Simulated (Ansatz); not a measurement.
# CdS: properties at the relaxed cell, part 2 of 2

Aim: for CdS, relax it again with other functionals.

Ansatz 0.2.0; DFT PBE, scalar-relativistic, plane waves, PAW. The steps go on from the part before. Steps at another level of theory say so in their titles or inputs.

## Step 3: Relaxing with PBE+D3(BJ)

input.yaml

```yaml
crystal:
  lattice:
    - [0.0, 2.9632110618, 2.9632110618]
    - [2.9632110618, 0.0, 2.9632110618]
    - [2.9632110618, 2.9632110618, 0.0]
  atoms:
    - { symbol: Cd, position: [0.0, 0.0, 0.0] }
    - { symbol: S, position: [0.25, 0.25, 0.25] }
basis:
  ecutwfc: 420
kpoints:
  mp_grid: { grid: [8, 8, 8] }
hamiltonian:
  xc: pbe
  dispersion: d3bj
scf:
  occupations: { method: gaussian, width: 0.02 }
output:
  forces: true
  stress: true
  eigenvalues: true
relax:
  adjacent_minimum: "off"
  f_tol: 0.005
  max_steps: 50
  cell: { stress_tol: 0.05 }
```

The run is started by

```sh
ansatz run input.yaml --threads 1 --pin off --max-ram 2560MiB --backend cpu --events-out ev --progress --plain --runs-dir out
```

Standard output:

```text
Warning: RAYON_NUM_THREADS=1 ignored (pool sized by the plan → 1); use --threads N
Engine: ansatz 0.2.0, aarch64-unknown-linux-gnu
Pseudopotentials: kind: paw
Pseudopotential: Cd, paw, valence charge 20, recommended cutoff 420 eV (normal), Cd.paw.azcp
Pseudopotential: S, paw, valence charge 6, recommended cutoff 420 eV (normal), S.paw.azcp
Functional definition: PBE
  parameter kappa = 0.804
  parameter beta = 0.06672455060314922
  exchange = pbe_x(kappa = kappa, mu = beta*pi^2/3)
  correlation = pbe_c(beta = beta)
Crystal: 2 atoms, lattice volume = 52.038 Å³
Basis set: ecut = 420 eV, 965 PW (Γ), exchange–correlation on 60×60×60 points (8 copies of the dense FFT grid, shifted against one another)
Bands: 17, of which v1, the nominal top of the filled ones, is band 13 counted from 1 (12 counted from 0)
Symmetry: 24 space group operations
Space group: F-43m (ITA 216), of the structure as read, at distance tolerance 3.7e-5 Å
k-points: 29 of 512 (time reversal used)
Non-local potential: Cd, projectors of the file, l = 0: 3, l = 1: 2, l = 2: 2, l = 3: 1
Non-local potential: S, projectors of the file, l = 0: 2, l = 1: 2, l = 2: 2
PAW form: soft (Blöchl's): semilocal exchange-correlation on the pseudo side does not see the compensation charge
PAW one-centre angular grid: Cd, 590 points (default); XC on 64 Gauss nodes
PAW one-centre angular grid: S, 110 points (default); XC on 64 Gauss nodes
Initial density: superposition of atomic densities (neutral atoms: chi_scale 0, normalization atom), corrected by the library's trained network
Initial wavefunctions: pseudopotential atomic-orbital guess
Functional: x = pbe(κ = 0.804, μ = 0.2195149727645171), c = pbe(β = 0.06672455060314922)
SCF iter   1: F=—  HF=-9158.408984 eV  |F-HF|=—  |Δ(HF+E_count)|=         —  Δρ=5.98e-4  dr2=3.05e-4  ethr=1.77e-3  ⟨swp⟩=5.8  Hψ=2514  notcnv=0
preconditioner: auto → none  [insulator: Δε(μ)=1.034 eV  Ē_g=12.175 eV  σ=0.020 eV  W_gap=1.00  n_scr=14 (ndim 8)  ℏωp=21.8 eV  f_vac=0.140  D(μ)=0.00/eV (n_scr^D=0)  ε∞_Penn≈4.2]
SCF iter   2: F=—  HF=-9158.409639 eV  |F-HF|=—  |Δ(HF+E_count)|=   6.56e-4  Δρ=3.33e-4  dr2=3.50e-5  ethr=1.17e-6  ⟨swp⟩=3.2  Hψ=1299  notcnv=0
SCF iter   3: F=—  HF=-9158.409659 eV  |F-HF|=—  |Δ(HF+E_count)|=   1.95e-5  Δρ=1.15e-4  dr2=3.41e-6  ethr=1.35e-7  ⟨swp⟩=2.0  Hψ=729  notcnv=0
SCF iter   4: F=—  HF=-9158.409677 eV  |F-HF|=—  |Δ(HF+E_count)|=   1.80e-5  Δρ=3.74e-5  dr2=3.35e-7  ethr=1.31e-8  ⟨swp⟩=2.0  Hψ=754  notcnv=0
iter 5 did not close the SCF: its close was put off for the readings that it lacked (scf_convergence_deferred on its scf_iter line)
SCF iter   5: F=-9158.409679 eV  HF=-9158.409679 eV  |F-HF|=5.06e-8  |Δ(HF+E_count)|=   2.44e-6  Δρ=5.26e-6  dr2=1.68e-8  ethr=1.29e-9  ⟨swp⟩=2.0  Hψ=754  notcnv=0
SCF iter   6: F=-9158.409679 eV  HF=-9158.409679 eV  |F-HF|=1.48e-9  |Δ(HF+E_count)|=   6.04e-8  Δρ=2.13e-6  dr2=1.91e-9  ethr=6.47e-11  ⟨swp⟩=2.0  Hψ=1730  notcnv=0
SCF 1 converged in 6 iterations: F = -9158.409679 eV  dr2 = 1.91e-9
relax step   1: F+E_penalty+E_count = -9158.40967938 eV  Δ(F+E_penalty+E_count) = +0.000e0 eV  max|allowed force component| = 1.527e-16 eV/Å  Δτ_max = 0.0000 Å  P = -2.028 GPa  Ω = 52.038 Å³  (6 SCF iters, dr2 threshold 1.00e-7 eV, accepted)
Crystal: 2 atoms, lattice volume = 50.080 Å³
Basis set: ecut = 420 eV, 941 PW (Γ), exchange–correlation on 60×60×60 points (8 copies of the dense FFT grid, shifted against one another)
Initial density: handed on by an earlier stage of this run
Initial wavefunctions: those handed on with the density
iter 1 solved again at ethr=2.84e-6 eV; its pass at ethr=3.10e-3 eV (dr2=7.39e-4 eV) is discarded
SCF iter   1: F=—  HF=-9158.422791 eV  |F-HF|=—  |Δ(HF+E_count)|=         —  Δρ=1.06e-3  dr2=7.64e-4  ethr=2.84e-6  ⟨swp⟩=1.7  Hψ=3017  notcnv=0
preconditioner: auto → none  [insulator: Δε(μ)=1.131 eV  Ē_g=12.328 eV  σ=0.020 eV  W_gap=1.00  n_scr=14 (ndim 8)  ℏωp=22.3 eV  f_vac=0.127  D(μ)=0.00/eV (n_scr^D=0)  ε∞_Penn≈4.3]
SCF iter   2: F=—  HF=-9158.422652 eV  |F-HF|=—  |Δ(HF+E_count)|=   1.39e-4  Δρ=4.04e-4  dr2=8.62e-5  ethr=2.84e-6  ⟨swp⟩=2.0  Hψ=754  notcnv=0
SCF iter   3: F=—  HF=-9158.422673 eV  |F-HF|=—  |Δ(HF+E_count)|=   2.11e-5  Δρ=2.12e-4  dr2=1.89e-5  ethr=3.31e-7  ⟨swp⟩=2.5  Hψ=679  notcnv=0
SCF iter   4: F=—  HF=-9158.422678 eV  |F-HF|=—  |Δ(HF+E_count)|=   4.55e-6  Δρ=6.01e-5  dr2=1.34e-6  ethr=7.26e-8  ⟨swp⟩=2.0  Hψ=743  notcnv=0
SCF iter   5: F=-9158.422678 eV  HF=-9158.422678 eV  |F-HF|=9.19e-8  |Δ(HF+E_count)|=   1.34e-7  Δρ=1.44e-5  dr2=7.34e-8  ethr=7.69e-10  ⟨swp⟩=5.0  Hψ=2141  notcnv=0
SCF 2 converged in 5 iterations: F = -9158.422678 eV  dr2 = 7.34e-8
relax step   2: F+E_penalty+E_count = -9158.42267771 eV  Δ(F+E_penalty+E_count) = -1.300e-2 eV  max|allowed force component| = 2.891e-17 eV/Å  Δτ_max = 0.0000 Å  P = +0.049 GPa  Ω = 50.080 Å³  energy of the carried Pulay correction = +4.376e-4 eV  (5 SCF iters, dr2 threshold 2.00e-7 eV, accepted)
Initial wavefunctions: pseudopotential atomic-orbital guess (no wavefunctions were taken with the density)
iter 1 solved again at ethr=1.25e-7 eV; its pass at ethr=3.10e-3 eV (dr2=3.24e-5 eV) is discarded
SCF iter   1: F=—  HF=-9158.422200 eV  |F-HF|=—  |Δ(HF+E_count)|=         —  Δρ=8.26e-5  dr2=6.29e-7  ethr=1.25e-7  ⟨swp⟩=3.0  Hψ=3791  notcnv=0
preconditioner: auto → none  [insulator: Δε(μ)=1.125 eV  Ē_g=12.328 eV  σ=0.020 eV  W_gap=1.00  n_scr=14 (ndim 8)  ℏωp=22.3 eV  f_vac=0.129  D(μ)=0.00/eV (n_scr^D=0)  ε∞_Penn≈4.3]
SCF iter   2: F=—  HF=-9158.422229 eV  |F-HF|=—  |Δ(HF+E_count)|=   2.95e-5  Δρ=3.66e-5  dr2=1.77e-7  ethr=2.42e-9  ⟨swp⟩=2.0  Hψ=763  notcnv=0
SCF iter   3: F=—  HF=-9158.422229 eV  |F-HF|=—  |Δ(HF+E_count)|=   1.45e-7  Δρ=1.37e-5  dr2=5.66e-8  ethr=6.82e-10  ⟨swp⟩=2.0  Hψ=728  notcnv=0
SCF iter   4: F=—  HF=-9158.422229 eV  |F-HF|=—  |Δ(HF+E_count)|=   1.01e-8  Δρ=2.32e-6  dr2=1.61e-9  ethr=2.18e-10  ⟨swp⟩=2.0  Hψ=841  notcnv=0
SCF iter   5: F=—  HF=-9158.422229 eV  |F-HF|=—  |Δ(HF+E_count)|=   1.03e-9  Δρ=7.57e-7  dr2=1.38e-10  ethr=6.20e-12  ⟨swp⟩=2.0  Hψ=754  notcnv=0
SCF iter   6: F=-9158.422229 eV  HF=-9158.422229 eV  |F-HF|=0.00e0  |Δ(HF+E_count)|=  2.11e-10  Δρ=7.45e-8  dr2=2.45e-12  ethr=1.00e-12  ⟨swp⟩=5.9  Hψ=2045  notcnv=0
SCF 3 converged in 6 iterations: F = -9158.422229 eV  dr2 = 2.45e-12
relax step   3: F+E_penalty+E_count = -9158.42222940 eV  Δ(F+E_penalty+E_count) = +4.483e-4 eV  max|allowed force component| = 3.701e-17 eV/Å  Δτ_max = 0.0000 Å  P = +0.050 GPa  Ω = 50.080 Å³  stress off target by 5.02e-2 GPa  SCF on the basis re-selected at this cell (its energy is not comparable with the rows above)  (6 SCF iters)
basis re-selected at this cell: Δ(F+E_penalty+E_count) = +4.483e-4 eV, ΔP = +0.001 GPa vs the last step (what re-selecting the basis moved, of the pressure what is left beyond the Pulay correction that the steps carried, after the strain that the cell walked since its last selection, with what the two solves' SCF thresholds leave and, on support functions, any second-order correction that the steps lacked; it is no measure of the basis error at this ecutwfc). This SCF's stress stands 5.02e-2 GPa from its target on what of the cell is left free (relax.cell.stress_tol is 5.00e-2 GPa) and its largest allowed force component is 3.70e-17 eV/Å (relax.f_tol is 5.00e-3 eV/Å): not within both, so this SCF does not close the relaxation
Crystal: 2 atoms, lattice volume = 50.125 Å³
iter 1 solved again at ethr=3.53e-9 eV; its pass at ethr=3.10e-3 eV (dr2=9.19e-7 eV) is discarded
SCF iter   1: F=—  HF=-9158.422234 eV  |F-HF|=—  |Δ(HF+E_count)|=         —  Δρ=2.65e-5  dr2=4.83e-7  ethr=3.53e-9  ⟨swp⟩=2.0  Hψ=2892  notcnv=0
preconditioner: auto → none  [insulator: Δε(μ)=1.123 eV  Ē_g=12.325 eV  σ=0.020 eV  W_gap=1.00  n_scr=14 (ndim 8)  ℏωp=22.3 eV  f_vac=0.130  D(μ)=0.00/eV (n_scr^D=0)  ε∞_Penn≈4.3]
SCF iter   2: F=—  HF=-9158.422226 eV  |F-HF|=—  |Δ(HF+E_count)|=   8.14e-6  Δρ=9.78e-6  dr2=5.74e-8  ethr=1.86e-9  ⟨swp⟩=2.0  Hψ=754  notcnv=0
SCF iter   3: F=—  HF=-9158.422226 eV  |F-HF|=—  |Δ(HF+E_count)|=   2.25e-9  Δρ=5.56e-6  dr2=1.30e-8  ethr=2.21e-10  ⟨swp⟩=2.1  Hψ=665  notcnv=0
SCF iter   4: F=-9158.422226 eV  HF=-9158.422226 eV  |F-HF|=1.22e-10  |Δ(HF+E_count)|=   2.57e-9  Δρ=1.23e-6  dr2=5.75e-10  ethr=2.42e-11  ⟨swp⟩=4.0  Hψ=1624  notcnv=0
SCF 4 converged in 4 iterations: F = -9158.422226 eV  dr2 = 5.75e-10
relax step   4: F+E_penalty+E_count = -9158.42222569 eV  Δ(F+E_penalty+E_count) = +3.711e-6 eV  max|allowed force component| = 2.776e-17 eV/Å  Δτ_max = 0.0000 Å  P = -0.003 GPa  Ω = 50.125 Å³  energy of the carried Pulay correction = -1.035e-5 eV  (4 SCF iters, dr2 threshold 6.30e-9 eV, accepted)
iter 1 solved again at ethr=1.16e-7 eV; its pass at ethr=3.10e-3 eV (dr2=3.01e-5 eV) is discarded
SCF iter   1: F=—  HF=-9158.422214 eV  |F-HF|=—  |Δ(HF+E_count)|=         —  Δρ=2.50e-6  dr2=1.18e-9  ethr=1.16e-7  ⟨swp⟩=3.0  Hψ=3791  notcnv=0
eigensolver tolerance schedule: the retry pair's looser diagonalisation over-reported the residual by 25573.43 of it (diagonalisation noise at 20.92 of the residual, at the tolerance the schedule requests for it); recorded, not acted on — ethr = c·dr2/N_el stays at c = 1.0e-1
SCF iter   2: F=—  HF=-9158.422236 eV  |F-HF|=—  |Δ(HF+E_count)|=   2.15e-5  Δρ=9.75e-7  dr2=2.20e-10  ethr=4.52e-12  ⟨swp⟩=3.0  Hψ=980  notcnv=0
SCF iter   3: F=—  HF=-9158.422236 eV  |F-HF|=—  |Δ(HF+E_count)|=  8.55e-11  Δρ=4.06e-7  dr2=3.28e-11  ethr=1.00e-12  ⟨swp⟩=2.0  Hψ=640  notcnv=0
SCF iter   4: F=-9158.422236 eV  HF=-9158.422236 eV  |F-HF|=5.46e-12  |Δ(HF+E_count)|=  4.73e-11  Δρ=1.18e-7  dr2=6.30e-12  ethr=1.00e-12  ⟨swp⟩=5.1  Hψ=1887  notcnv=0
SCF 5 converged in 4 iterations: F = -9158.422236 eV  dr2 = 6.30e-12
relax step   5: F+E_penalty+E_count = -9158.42223555 eV  Δ(F+E_penalty+E_count) = -9.863e-6 eV  max|allowed force component| = 3.701e-17 eV/Å  Δτ_max = 0.0000 Å  P = -0.004 GPa  Ω = 50.125 Å³  stress off target by 3.53e-3 GPa  SCF on the basis re-selected at this cell (its energy is not comparable with the rows above)  (4 SCF iters)
basis re-selected at this cell: Δ(F+E_penalty+E_count) = -9.863e-6 eV, ΔP = -0.000 GPa vs the last step (what re-selecting the basis moved, of the pressure what is left beyond the Pulay correction that the steps carried, after the strain that the cell walked since its last selection, with what the two solves' SCF thresholds leave and, on support functions, any second-order correction that the steps lacked; it is no measure of the basis error at this ecutwfc). This SCF's stress stands 3.53e-3 GPa from its target on what of the cell is left free (relax.cell.stress_tol is 5.00e-2 GPa) and its largest allowed force component is 3.70e-17 eV/Å (relax.f_tol is 5.00e-3 eV/Å): within both
SCF converged after 4 iterations
Free energy (F): -9158.422236 eV
Harris-Foulkes:  -9158.422236 eV  (|F-HF|=5.46e-12)
Internal energy: -9158.422236 eV  (E = F + TS)
E sigma→0 (E₀):  -9158.422236 eV
Fermi energy:    7.328098 eV
--- Per-component energies (eV) ---
  E_band       = -509.692040
  E_kinetic    = 611.758684
  E_local      = -4027.364097  (includes V_loc(G=0)·N_el)
  E_nonlocal   = 62.154826
  E_hartree    = 1849.060784
  E_xc         = -273.859595
  E_vxc        = -309.064480  (∫ρ·V_xc dr)
  E_paw        = -4683.789574  (= ΣΔE_a)
  E_vpaw       = -545.298731  (= ΣTr[D̂ρ^β])
  E_aug_tail   = 0.000016  (compensation charges beyond the density's cutoff)
  E_ewald      = -2695.776873
  E_disp       = -0.606407  (pairwise vdW)
  E_smearing   = -0.000000  (= −TS)
  E_closure    = 0.000000  (closes the sum)
  Σ components = -9158.422236   (vs F -9158.422236, Δ=0.00e0)
--- Forces (eV/Å), atoms counted from 1 ---
  atom   1  Cd     0.00000000     0.00000000    -0.00000000
  atom   2  S     -0.00000000     0.00000000     0.00000000
  max |Σ_I F_I| component: 4.51e-17 eV/Å
--- Stress (GPa, compression-positive) ---
       -0.003531      -0.000000       0.000000
       -0.000000      -0.003531       0.000000
       -0.000000      -0.000000      -0.003531
  P = ⅓ Tr σ = -0.0035 GPa (-0.035 kbar)
--- Band table (eV; the first three rows and the last of 29) ---
  k-point 0: bands = ["-94.5119", "-55.5842", "-55.5842", "-55.5842", "-5.5370", "-0.9188", "-0.9188", "-0.9188", "-0.4520", "-0.4520", "6.7662", "6.7662", "6.7662", "7.8896", "13.2944", "13.2944", "13.2944"]
  k-point 1: bands = ["-94.5119", "-55.5843", "-55.5842", "-55.5842", "-5.4760", "-0.8969", "-0.8969", "-0.8655", "-0.4530", "-0.4530", "5.7516", "6.6469", "6.6469", "8.7248", "13.0325", "13.4894", "13.4894"]
  k-point 2: bands = ["-94.5119", "-55.5845", "-55.5843", "-55.5843", "-5.3280", "-0.8494", "-0.8494", "-0.6754", "-0.4478", "-0.4478", "4.3018", "6.3779", "6.3779", "9.5242", "13.0277", "13.7913", "13.7913"]
  k-point 28: bands = ["-94.5118", "-55.5847", "-55.5846", "-55.5845", "-4.9916", "-0.6915", "-0.6733", "-0.4902", "-0.4445", "0.1613", "2.9194", "4.5490", "4.6181", "12.1467", "12.1971", "13.9707", "14.7994"]
--- Relaxed structure (3 steps of the walk, 3 accepted, 2 SCFs on fresh bases) ---
  F+E_penalty+E_count = -9158.42223555 eV   max|allowed force component| = 3.701e-17 eV/Å   (the final SCF, on the basis selected at the relaxed cell)
  cell:  # Å, volume = 50.1253 Å³
    - [-9.68120686250162e-34, 2.926458061001635, 2.926458061001635]
    - [2.926458061001635, 5.7577703971720156e-33, 2.926458061001635]
    - [2.926458061001635, 2.926458061001635, 5.1972794735535004e-33]
  atoms:
    - { symbol: Cd, position: [-2.816436713964085e-34, 2.38313875796961e-34, 6.716118317914357e-34] }
    - { symbol: S, position: [0.25, 0.25, 0.25] }
```

Wall time 11 s (1 thread of Arm Neoverse V2, shared host); peak memory 0.32 GiB.

The steps of the relaxation:

```
step  energy from step 1 (eV/cell)  largest force component (eV/Å)  pressure (GPa)  volume (Å³)
   1                        0.0000                          0.0000           -2.03        52.04
   2                       -0.0130                          0.0000            0.05        50.08
   3                       -0.0125                          0.0000            0.05        50.08
   4                       -0.0125                          0.0000            0.00        50.13
   5                       -0.0126                          0.0000            0.00        50.13
```

Step 1 is the start. Steps 3, 5 each repeat the geometry before them on a plane-wave basis chosen anew, so the energy can jump there without any move.

Lengths and angles in the start's conventional setting:

|  | before | after | change |
| --- | --- | --- | --- |
| a (Å) | 5.926 | 5.853 | -1.2 % |
| b (Å) | 5.926 | 5.853 | -1.2 % |
| c (Å) | 5.926 | 5.853 | -1.2 % |
| volume (Å³/atom) | 26.02 | 25.06 | -3.7 % |
| shortest distance (Å) | 2.566 | 2.534 | -1.2 % |
| space group (0.01 Å) | F-43m | F-43m | same |

The run keeps the 24 symmetry operations of the start, so it could not have lowered the symmetry.

## Step 4: Changed: symmetry.detect false, xc_grid 1, basis.precision f64, eigensolver.kind davidson

input.yaml

```yaml
crystal:
  lattice:
    - [0.0, 2.926458061, 2.926458061]
    - [2.926458061, 0.0, 2.926458061]
    - [2.926458061, 2.926458061, 0.0]
  atoms:
    - { symbol: Cd, position: [0.0, 0.0, 0.0] }
    - { symbol: S, position: [0.25, 0.25, 0.25] }
  symmetry: { detect: false }
basis:
  ecutwfc: 420
  xc_grid: 1
  precision: f64
kpoints:
  mp_grid: { grid: [8, 8, 8] }
hamiltonian:
  xc: pbe
  dispersion: d3bj
scf:
  occupations: { method: gaussian, width: 0.02 }
  eigensolver: { kind: davidson }
output:
  forces: true
  eigenvalues: true
  stress: true
```

The run is started by

```sh
ansatz run input.yaml --threads 1 --pin off --max-ram 2560MiB --backend cpu --events-out ev --progress --plain --runs-dir out
```

Standard output:

```text
Warning: RAYON_NUM_THREADS=1 ignored (pool sized by the plan → 1); use --threads N
[... 9 set-up lines as earlier in the session ...]
Crystal: 2 atoms, lattice volume = 50.125 Å³
Basis set: ecut = 420 eV, 941 PW (Γ)
Bands: 17, of which v1, the nominal top of the filled ones, is band 13 counted from 1 (12 counted from 0)
Symmetry: 1 space group operations
k-points: 260 of 512 (time reversal used)
[... 8 set-up lines as earlier in the session ...]
SCF iter   1: F=—  HF=-9158.422065 eV  |F-HF|=—  |Δ(HF+E_count)|=         —  Δρ=5.44e-4  dr2=2.32e-4  ethr=1.77e-3  ⟨swp⟩=9.7  Hψ=21153  notcnv=0
preconditioner: auto → none  [insulator: Δε(μ)=1.118 eV  Ē_g=12.332 eV  σ=0.020 eV  W_gap=1.00  n_scr=14 (ndim 8)  ℏωp=22.3 eV  f_vac=0.132  D(μ)=0.00/eV (n_scr^D=0)  ε∞_Penn≈4.3]
SCF iter   2: F=—  HF=-9158.422204 eV  |F-HF|=—  |Δ(HF+E_count)|=   1.39e-4  Δρ=2.58e-4  dr2=2.32e-5  ethr=8.92e-7  ⟨swp⟩=4.5  Hψ=13959  notcnv=0  defer=43
SCF iter   3: F=—  HF=-9158.422222 eV  |F-HF|=—  |Δ(HF+E_count)|=   1.80e-5  Δρ=1.07e-4  dr2=2.78e-6  ethr=8.94e-8  ⟨swp⟩=3.0  Hψ=9637  notcnv=0
automatic band count: iteration 3 solves 16 bands in place of 17: the levels show a gap, and the empty bands left out lie too high to hold charge; the band table lists the bands solved (type scf.n_extra_bands for more)
SCF iter   4: F=—  HF=-9158.422241 eV  |F-HF|=—  |Δ(HF+E_count)|=   1.89e-5  Δρ=3.18e-5  dr2=2.84e-7  ethr=1.07e-8  ⟨swp⟩=3.0  Hψ=9379  notcnv=0
iter 5 solved again at ethr=2.51e-11 eV; its pass at ethr=1.09e-9 eV (dr2=6.53e-9 eV) is discarded
iter 5 did not close the SCF: its close was put off for the readings that it lacked (scf_convergence_deferred on its scf_iter line)
SCF iter   5: F=-9158.422243 eV  HF=-9158.422242 eV  |F-HF|=3.19e-8  |Δ(HF+E_count)|=   1.39e-6  Δρ=4.46e-6  dr2=6.72e-9  ethr=2.51e-11  ⟨swp⟩=3.0  Hψ=17929  notcnv=0
SCF iter   6: F=-9158.422243 eV  HF=-9158.422243 eV  |F-HF|=1.70e-9  |Δ(HF+E_count)|=   3.63e-8  Δρ=9.42e-7  dr2=5.60e-10  ethr=2.51e-11  ⟨swp⟩=3.1  Hψ=9769  notcnv=0
SCF 1 converged in 6 iterations: F = -9158.422243 eV  dr2 = 5.60e-10
  Residual-converged pass: ⟨swp⟩=2.4  Hψ=6841  notcnv=0  max |occ|·‖R‖ = 6.6e-6 eV (tolerance 6.7e-6 eV)  dr2=6.00e-10  dr2_onsite=2.09e-11  max |Δocc| = 0.0e0
SCF converged after 6 iterations
Free energy (F): -9158.422243 eV
Harris-Foulkes:  -9158.422243 eV  (|F-HF|=1.70e-9)
Internal energy: -9158.422243 eV  (E = F + TS)
E sigma→0 (E₀):  -9158.422243 eV
Fermi energy:    7.328122 eV
--- Per-component energies (eV) ---
  E_band       = -509.691745
  E_kinetic    = 611.758650
  E_local      = -4027.364219  (includes V_loc(G=0)·N_el)
  E_nonlocal   = 62.154811
  E_hartree    = 1849.060934
  E_xc         = -273.859577
  E_vxc        = -309.064532  (∫ρ·V_xc dr)
  E_paw        = -4683.789578  (= ΣΔE_a)
  E_vpaw       = -545.298734  (= ΣTr[D̂ρ^β])
  E_aug_tail   = 0.000016  (compensation charges beyond the density's cutoff)
  E_ewald      = -2695.776873
  E_disp       = -0.606407  (pairwise vdW)
  E_smearing   = -0.000000  (= −TS)
  E_closure    = -0.000000  (closes the sum)
  Σ components = -9158.422243   (vs F -9158.422243, Δ=0.00e0)
--- Forces (eV/Å), atoms counted from 1 ---
  atom   1  Cd    -0.00001611    -0.00001649    -0.00001637
  atom   2  S      0.00000015     0.00000031     0.00000025
  max |Σ_I F_I| component: 1.62e-5 eV/Å
--- Stress (GPa, compression-positive) ---
       -0.003612       0.000011       0.000011
        0.000011      -0.003612       0.000010
        0.000011       0.000010      -0.003613
  P = ⅓ Tr σ = -0.0036 GPa (-0.036 kbar)
--- Band table (eV; the first three rows and the last of 260) ---
  k-point 0: bands = ["-94.5119", "-55.5842", "-55.5842", "-55.5842", "-5.5370", "-0.9188", "-0.9188", "-0.9188", "-0.4520", "-0.4520", "6.7662", "6.7662", "6.7662", "7.8897", "13.2944", "13.2944"]
  k-point 1: bands = ["-94.5119", "-55.5843", "-55.5842", "-55.5842", "-5.4760", "-0.8969", "-0.8969", "-0.8654", "-0.4530", "-0.4530", "5.7516", "6.6469", "6.6469", "8.7248", "13.0325", "13.4894"]
  k-point 2: bands = ["-94.5119", "-55.5845", "-55.5843", "-55.5843", "-5.3280", "-0.8494", "-0.8494", "-0.6754", "-0.4478", "-0.4478", "4.3018", "6.3780", "6.3780", "9.5242", "13.0278", "13.7913"]
  k-point 259: bands = ["-94.5118", "-55.5848", "-55.5843", "-55.5843", "-5.1191", "-0.8014", "-0.8014", "-0.4154", "-0.4154", "-0.0814", "2.4319", "6.0301", "6.0301", "9.7646", "13.7600", "13.7600"]
```

Run time: 23 s. Hardware: 1 thread of Arm Neoverse V2, shared host; peak memory 0.39 GiB.

| run | ending | energy change | pressure (GPa) | gap (eV) | force (eV/Å) | cycles | time |
| --- | --- | --- | --- | --- | --- | --- | --- |
| step 3 | converged | 0 | 0.0 | 1.12 | 0.00 | - | 11 s |
| variant | converged | 0.0 meV/atom | 0.0 | 1.12 | 0.00 | 6 | 23 s |

Changing the use of symmetry, numerical grids, arithmetic precision and solver hardly moves the energy: 0.0 meV/atom.

## Step 5: One structure, several functionals

Lengths are those of the vectors of the cell that was run.

| functional | a (Å) | b (Å) | c (Å) | volume (Å³/atom) | against the listed cell | gap on the mesh (eV) |
| --- | --- | --- | --- | --- | --- | --- |
| PBE | 4.191 | 4.191 | 4.191 | 26.02 | +4.9 % | 1.04 |
| PBEsol | 4.119 | 4.119 | 4.119 | 24.70 | -0.4 % | 1.01 |
| PBE+D3(BJ) | 4.139 | 4.139 | 4.139 | 25.06 | +1.0 % | 1.12 |

## Step 6: What came out

This closing draws on all 2 parts.

| quantity | value |
| --- | --- |
| step 4, run with symmetry.detect false, xc_grid 1, basis.precision f64, eigensolver.kind davidson (against step 3) | 0.0 meV/atom |

In words: The volumes rise in the order PBEsol, PBE+D3(BJ), PBE, over 5.3 %. PBEsol comes nearest to the reported cell (-0.4 %), which holds thermal expansion that these runs lack. A measured lattice constant a of CdS is 5.825 Å (300 K; a printed reference work, monograph); the calculated 5.825 Å misses it by 0.0 %. That is within the rounding of the quoted value. That is the cell relaxed with PBEsol. The calculation is for a static lattice.
